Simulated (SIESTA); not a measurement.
LiCl:

```xyz
2
Lattice="0.0000 2.5648 2.5648 2.5648 0.0000 2.5648 2.5648 2.5648 0.0000" Properties=species:S:1:pos:R:3 pbc="T T T"
Cl    2.5648    2.5648    2.5648
Li    0.0000    0.0000    0.0000
```

Base run:

```yaml
Program: SIESTA 5.4.2
Functional: PBE
Potentials_or_basis: PseudoDojo 0.4 standard (PBE files)
Basis: DZP (energy shift 0.002 Ry; radii capped at 9.5 bohr)
Grid_cutoff: 800 Ry
Energy_shift: 0.002 Ry
k_mesh: 9 × 9 × 9
Occupations: fermi-dirac, width 0.05 eV
Spin: no spin polarisation
```

Its results: band gap on the k mesh 6.54 eV, direct; pressure 0.7 GPa.

Task: The run is repeated on the same cell with these changes: functional from PBE to VV10; basis from DZP (energy shift 0.002 Ry; radii capped at 9.5 bohr) to TZP (energy shift 0.002 Ry; radii capped at 9.5 bohr). What comes out?

Result: Band gap on the k mesh 6.42 eV, direct; pressure 0.1 GPa.

Several settings changed at once, so the effect can't be laid on one alone.

Caveats: semicore shells carry a single zeta, which can move pressures by several GPa and volumes by a few percent; an odd mesh through Γ misses points on the zone boundary, where band edges often lie; the basis of atomic orbitals isn't converged, which shifts pressures, moduli and gaps; the non-local part is tabulated coarsely and may be off by about a percent (some runs); the potentials were made for another functional, which shifts forces and pressure (some runs).

Not every run made on this cell is shown here.
